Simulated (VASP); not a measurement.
Mg:

```
Mg
1.0
     3.20930    0.00000    0.00000
    -1.60465    2.77934    0.00000
     0.00000    0.00000    5.21030
Mg
2
Direct
  0.66667 0.33333 0.75000
  0.33333 0.66667 0.25000
```

- Program: VASP 6.6.1
- Task: relaxation of cell and atoms
- Functional: revPBE
- Dispersion: D3(BJ)
- Potentials or basis: VASP PAW PBE potentials, release 64 (Mg)
- Cutoff: 600 eV
- k mesh: 10 × 10 × 5
- Occupations: fermi-dirac, width 0.05 eV
- Spin: no spin polarisation

At the start: pressure -3.3 GPa; volume 23.24 Å³/atom.

Problem. Where does the relaxation end?

Solution. Over 10 steps the energy falls by 24.4 meV/atom and the volume is 21.20 Å³/atom (-8.8 %); space group P6_3/mmc (No. 194, to 0.05 Å).

Step by step:
```
step  energy change (eV)  largest force (eV/Å)  pressure (GPa)  volume (Å³)
   1              0.0000                0.0000           -3.25        46.47
   2             -0.0437                0.0000           -0.97        43.37
   3             -0.0473                0.0000           -0.01        42.35
   4             -0.0474                0.0000            0.07        42.27
   5             -0.0481                0.0000            0.08        42.28
   6             -0.0485                0.0000            0.08        42.33
   7             -0.0488                0.0000            0.08        42.31
   8             -0.0488                0.0000            0.08        42.31
   9             -0.0488                0.0000            0.08        42.31
  10             -0.0489                0.0000           -0.01        42.41
```

Final structure:
```
CELL_PARAMETERS angstrom
3.08531 0.00000 0.00000
-1.54266 2.67196 0.00000
0.00000 0.00000 5.14393
ATOMIC_POSITIONS crystal
Mg 0.66667 0.33333 0.75000
Mg 0.33333 0.66667 0.25000
```

Caveat: the PAW data sets were made with another functional, which shifts forces and pressure a little; pairwise dispersion overbinds metals, which lowers pressure and volume.
